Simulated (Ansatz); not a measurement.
Reaction (substitution at a C–C bond): `FC(F)(F)CI` + HCl → `ClCI` + `FC(F)F`

Program: Ansatz. Geometries: PBE0-D4/def2-TZVP. ΔE: electronic, gas phase. CCSD(T)/CBS adds triple-zeta CCSD(T) − MP2 to the extrapolated MP2 energy (def2 sets, frozen cores). This one scheme is used for every species. Elements past krypton have def2 core potentials. For I outer-core shells are correlated without core-valence functions, which leaves a few kJ/mol of doubt a bond.

`FC(F)(F)CI`:

Z-matrix (Å, degrees):
```
C
F 1 1.333
F 1 1.343 2 107.3
F 1 1.333 2 107.9 3 115.4
C 1 1.507 2 112.5 3 -119.8
I 5 2.123 1 113.2 2 -61.1
H 5 1.087 1 109.0 2 58.6
H 5 1.087 1 109.0 2 179.1
```

HCl:

```xyz
2

Cl    0.558    0.224   -0.217
H    -0.558   -0.224    0.217
```

`ClCI`:

```xyz
5

Cl   -0.614    1.138    1.147
C    -0.173   -0.025   -0.089
I     1.888   -0.583   -0.056
H    -0.361    0.407   -1.066
H    -0.741   -0.936    0.063
```

`FC(F)F`:

Z-matrix (Å, degrees):
```
C
F 1 1.331
F 1 1.331 2 108.5
F 1 1.331 2 108.5 3 -117.7
H 1 1.093 2 110.4 3 121.1
```

```csv
species,CCSD/def2-TZVPP energy (Eh)
`FC(F)(F)CI`,-673.60329
HCl,-460.32332
`ClCI`,-796.06730
`FC(F)F`,-337.83917
```

Problem. Work out ΔE.

Solution. ΔE = (-796.06730) + (-337.83917) − (-673.60329) − (-460.32332) = 0.02014 Eh = +52.9 kJ/mol. CCSD(T)/CBS gives +50.1 kJ/mol.

Largest T1 diagnostic among the species: 0.012.

Leaving LDA and LC-ωPBE aside and taking each functional with its dispersion term where it has one, the values, not all of them listed here, spread over 16.6 kJ/mol, from BLYP-D4 to B97M-V. LDA lies +15.9 kJ/mol from PBE without D4. From BLYP to BHLYP (50 % exact exchange), in def2-TZVPP and without D4, ΔE moves by +13.5 kJ/mol. At CCSD(T), def2-SVP lies +15.0 kJ/mol from the extrapolated value and def2-TZVPP +2.1 kJ/mol.
